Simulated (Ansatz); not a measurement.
# P (fcc type): the cost of one run

Computed with Ansatz 0.2.0 (DFT, PBE, all-electron LAPW, scalar-relativistic, unless a step's input says otherwise).

### 1 The starting structure

Symmetry: Fm-3m, No. 225, cubic system. Conventional cell: a = 3.837 Å, b = 3.837 Å, c = 3.837 Å, α = 90.00°, β = 90.00°, γ = 90.00°. P (site symmetry m-3m) is surrounded by 12 P at 2.71 Å.

Structure file:

```xyz
1
Lattice="0.0000 1.9187 1.9187 1.9187 0.0000 1.9187 1.9187 1.9187 0.0000" Properties=species:S:1:pos:R:3 pbc="T T T"
P     0.0000    0.0000    0.0000
```

### 2 Fcc relaxed under pressure, LAPW

Input file input.yaml:

```yaml
crystal:
  lattice:
    - [0.0, 1.9186689798, 1.9186689798]
    - [1.9186689798, 0.0, 1.9186689798]
    - [1.9186689798, 1.9186689798, 0.0]
  atoms:
    - { symbol: P, position: [0.0, 0.0, 0.0] }
kpoints:
  mp_grid: { grid: [17, 17, 17] }
scf:
  occupations: { method: fermi_dirac, width: 0.05 }
hamiltonian:
  xc: pbe
  pseudopotentials: { kind: all_electron, lapw: { basis_error: 0.0005 } }
output:
  forces: true
  stress: true
  eigenvalues: true
relax:
  f_tol: 0.005
  max_steps: 12
  cell: { p_target: 2.2, stress_tol: 0.03 }
```

Command:

```bash
$ ansatz run input.yaml --threads 1 --pin off --max-ram 3584MiB --backend cpu --events-out ev --progress --plain --runs-dir out
```

Q: Estimate wall time and peak memory on 1 thread of Intel Xeon 6975P-C (Granite Rapids), shared host.

About 5.8 s, with a peak of 0.28 GiB.
